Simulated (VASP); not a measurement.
## AgCl (Chlorargyrite): relaxation of cell and atoms with PBE

AgCl (Chlorargyrite):

```xyz
2
Lattice="0.0000 2.7350 2.7350 2.7350 0.0000 2.7350 2.7350 2.7350 0.0000" Properties=species:S:1:pos:R:3 pbc="T T T"
Ag    0.0000    0.0000    0.0000
Cl    2.7350    2.7350    2.7350
```

| Quantity | Value |
| --- | --- |
| Program | VASP 6.6.1 |
| Task | relaxation of cell and atoms |
| Functional | PBE |
| Potentials or basis | VASP PAW PBE potentials, release 64 (Ag, Cl) |
| Cutoff | 600 eV |
| k mesh | 8 × 8 × 8 |
| Occupations | fermi-dirac, width 0.02 eV |
| Spin | no spin polarisation |
| Dipole correction | no |
| Further INCAR settings | ALGO = Fast; EDIFF = 1e-06; IBRION = 2; EDIFFG = -0.005; NSW = 80; ISIF = 3 |

The relaxed volume is 22.01 Å³/atom and the relaxed cell is a = 3.964 Å, b = 3.964 Å, c = 3.964 Å, α = 60.00°, β = 60.00°, γ = 60.00°. The space group after relaxing (to 0.05 Å) is Fm-3m (No. 225), the energy gained by relaxing is 17.3 meV/atom and the ionic steps are 6. The pressure after relaxing is 0.0 GPa and the band gap on the k mesh is 0.92 eV, indirect (least direct gap 3.09 eV).

Step by step:
| step | energy change (eV) | largest force (eV/Å) | pressure (GPa) | volume (Å³) |
| --- | --- | --- | --- | --- |
| 1 | 0.0000 | 0.0000 | 3.78 | 40.92 |
| 2 | -0.0344 | 0.0000 | 0.16 | 43.84 |
| 3 | -0.0345 | 0.0000 | 0.08 | 44.00 |
| 4 | -0.0343 | 0.0000 | -0.20 | 44.31 |
| 5 | -0.0345 | 0.0000 | -0.06 | 44.08 |
| 6 | -0.0345 | 0.0000 | 0.02 | 44.03 |

Final structure:
```
CELL_PARAMETERS angstrom
0.00000 2.80265 2.80265
2.80265 0.00000 2.80265
2.80265 2.80265 0.00000
ATOMIC_POSITIONS crystal
Ag 0.00000 0.00000 0.00000
Cl 0.50000 0.50000 0.50000
```

Levels at points of the mesh, in eV from the valence-band top:
```
           k point  band 6  band 7  band 8  band 9  band 10  band 11  band 12  band 13
(0.00, 0.00, 0.00)   -2.28   -2.19   -2.19   -2.19     0.92    10.87    10.87    10.87
(0.50, 0.00, 0.00)   -1.98   -1.68    0.00    0.00     4.33     6.36     7.73     7.73
(0.50, 0.50, 0.00)   -2.10   -1.87   -1.87   -1.80     2.43     8.07     8.53    11.35
```

Run time: 55 s on 1 thread of Intel(R) Xeon(R) Platinum 8488C (Sapphire Rapids), with other jobs on the host, peak memory 0.19 GiB.

A k mesh can miss the band edges. PBE usually gives volumes a little too large and moduli too small.
